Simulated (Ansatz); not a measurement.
Given:

Relaxed CsCl (CsCl type):

```yaml
crystal:
  lattice:
    - [8.41177, 0.00000, 0.00000]
    - [4.20589, 4.20589, 0.00000]
    - [0.00000, 0.00000, 4.20589]
  atoms:
    - { symbol: Cs, position: [0.00000, 0.00000, 0.00000] }
    - { symbol: Cs, position: [0.50000, 0.00000, 0.00000] }
    - { symbol: Cl, position: [0.00000, 0.50000, 0.50000] }
    - { symbol: Cl, position: [0.50000, 0.50000, 0.50000] }
```

The atoms are displaced by Q × the pattern below (from a DFPT mode at M = (0.5, 0.5, 0.0), largest move 1; Q in Å), at fixed cell. (q is in reciprocal vectors of the primitive cell; the cell shown is doubled to hold the pattern.)

| atom | x | y | z |
|---|---|---|---|
| Cs1 | 0.000 | 0.000 | 1.000 |
| Cs2 | 0.000 | 0.000 | -1.000 |

Atoms not listed stay in place.

All values below come from PBE (plane waves to 420 eV, PAW, scalar-relativistic; Ansatz, a quantum-chemistry and plane-wave program). k mesh 8×8×8 (Γ-centred), Fermi-Dirac smearing 0.05 eV. E stands for the smeared free energy. CsCl was relaxed with its symmetry unable to fall. ΔE is measured from the undisplaced structure.

The scan covers Q from -0.100 to 0.100 Å in 13 points.

### Question
Which space group does the distorted structure have?

### Answer
P4/nmm (No. 129), lowered from Pm-3m.

### Question
Is this a single well or a double well?

### Answer
A single well with its minimum at or next to zero displacement.

### Question
What is the energy change at Q = 0.100 Å?

### Answer
2.8 meV/cell.

### Question
What harmonic wavenumber does the curvature at Q = 0 give?

### Answer
24 cm⁻¹.

(For displaced atoms, the force is minus the slope of the energy, and its curvature is a force constant, which sets phonon frequencies.)
